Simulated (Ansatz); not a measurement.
Write the native input for Ansatz 0.2.0 that does the following.

| Item | Value |
| --- | --- |
| Task | single point |
| Functional | PBE |
| Potentials or basis | Ansatz PAW |
| Cutoff | 420 eV (not typed: the program's choice for these potentials) |
| k mesh | 10 × 10 × 10 |
| Occupations | gaussian, width 0.019 eV |
| Spin | no spin polarisation |

The system is CaO.

```
CELL_PARAMETERS angstrom
0.00000 2.40356 2.40356
2.40356 0.00000 2.40356
2.40356 2.40356 0.00000
ATOMIC_POSITIONS crystal
Ca 0.00000 0.00000 0.00000
O 0.50000 0.50000 0.50000
```

The cell is a database's computed one.

One way to write it, as run:

input.yaml

```yaml
crystal:
  lattice:
    - [0.0, 2.403555696, 2.403555696]
    - [2.403555696, 0.0, 2.403555696]
    - [2.403555696, 2.403555696, 0.0]
  atoms:
    - { symbol: Ca, position: [0.0, 0.0, 0.0] }
    - { symbol: O, position: [0.5, 0.5, 0.5] }
hamiltonian:
  xc: pbe
  pseudopotentials: { kind: paw }
kpoints:
  mp_grid: { grid: [10, 10, 10] }
scf:
  occupations: { method: gaussian, width: 0.019 }
output:
  forces: true
  stress: true
  eigenvalues: true
```

Potentials or basis: Ansatz PAW.

Command:

```sh
$ ansatz run input.yaml --threads 2 --pin off --max-ram 5632MiB --backend cpu --events-out ev --progress --plain --runs-dir out
```

It gave:

| Property | Result |
| --- | --- |
| Pressure | 1.6 GPa |
| Band gap on the k mesh | 3.66 eV, indirect (least direct gap 4.03 eV) |

Caveat: the pressure holds a Pulay correction of +0.4 GPa for the finite cutoff.

Wall time 0.68 s on 2 threads of Arm Neoverse V1, with other jobs on the host, peak memory 0.27 GiB.
